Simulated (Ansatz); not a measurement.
## What spin–orbit coupling does to the bands of Ge

```
CELL_PARAMETERS angstrom
2.71207 0.00000 0.00000
0.00000 2.71207 0.00000
0.00000 0.00000 2.71207
ATOMIC_POSITIONS crystal
Ge 0.00000 0.00000 0.00000
```

Conventional cell: a = 2.712 Å, b = 2.712 Å, c = 2.712 Å, α = 90.00°, β = 90.00°, γ = 90.00°. Around Ge (atom 1) lie 6 Ge at 2.71 Å.

The structure comes from a relaxation in the same program, started in the sc type, and has space group Pm-3m. Whether it is a known phase or the ground state wasn't checked.

Methods: DFT, PBE, all-electron LAPW, scalar-relativistic (Ansatz 0.2.0); DFT, PBE, all-electron LAPW, Dirac equation with spin-orbit coupling (Ansatz 0.2.0).

The runs use a Γ-centred 13×13×13 k mesh, Fermi–Dirac smearing of 0.05 eV, basis error target 0.25 meV/atom, no spin polarisation.

Levels between -4 and 3 eV, each run counted from its own valence-band top where it has a gap, else its Fermi level. Scalar levels are listed once for both spins; with the coupling every spinor state is counted. Levels near the edges of the range can cross them.

**Question.** At M (0.500, 0.500, 0.000) the scalar-relativistic levels are -2.58 (×2). What are they with spin–orbit coupling?

**Answer.** -2.66 (×2), -2.51 (×2).

**Question.** At R (0.500, 0.500, 0.500) the scalar-relativistic levels are -0.63, 0.27 (×3). What are they with spin–orbit coupling?

**Answer.** -0.63 (×2), 0.06 (×2), 0.36 (×4).
